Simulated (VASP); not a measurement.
Input of a VASP 6.6.1 run:

File INCAR:

```
PREC = Accurate
ENCUT = 900
EDIFF = 1E-6
ISMEAR = -1
SIGMA = 0.05
LREAL = False
LASPH = True
NELM = 60
ALGO = Fast
ISIF = 2
LWAVE = False
LCHARG = False
LDIPOL = True
IDIPOL = 3
DIPOL = 0.5 0.5 0.500
GGA = PE
```

Contents of KPOINTS:

```
Automatic mesh
0
Gamma
  6 6 1
```

Contents of POSCAR:

```
SnS2
1.0
    3.6758468805      0.0000000000      0.0000000000
   -1.8379234403      3.1833767789      0.0000000000
    0.0000000000      0.0000000000     30.2610129015
S Sn
6 3
Direct
    0.0000000000      0.0000000000      0.2478436536
    0.3333333300      0.6666666600      0.3444056653
    0.0000000000      0.0000000000      0.4517189942
    0.6666666700      0.3333333400      0.5482810058
    0.0000000000      0.0000000000      0.6555943347
    0.3333333300      0.6666666600      0.7521563464
    0.6666666700      0.3333333400      0.2961304108
    0.3333333300      0.6666666600      0.5000057513
    0.6666666700      0.3333333400      0.7038810919
```

Potentials or basis: VASP PAW PBE potentials, release 64 (S, Sn_d).

Run with:

```bash
$ cat potpaw_PBE.64/S/POTCAR potpaw_PBE.64/Sn_d/POTCAR > POTCAR
$ mpirun -np 1 vasp_std > vasp.out
```

Question: Predict the largest force.

Answer: 0.270 eV/Å.

Question: What does it give for the band gap on the k mesh?

Answer: 1.51 eV, indirect (least direct gap 1.72 eV).

Forces on the atoms (eV/Å):
```
S    0.000  0.000 -0.270
S    0.000  0.000  0.224
S    0.000  0.000 -0.221
S    0.000  0.000  0.221
S    0.000  0.000 -0.217
S    0.000  0.000  0.266
Sn   0.000  0.000 -0.020
Sn   0.000  0.000  0.000
Sn   0.000  0.000  0.017
```

Caveat: spin-orbit coupling is left out, which moves the levels of the heavy elements.
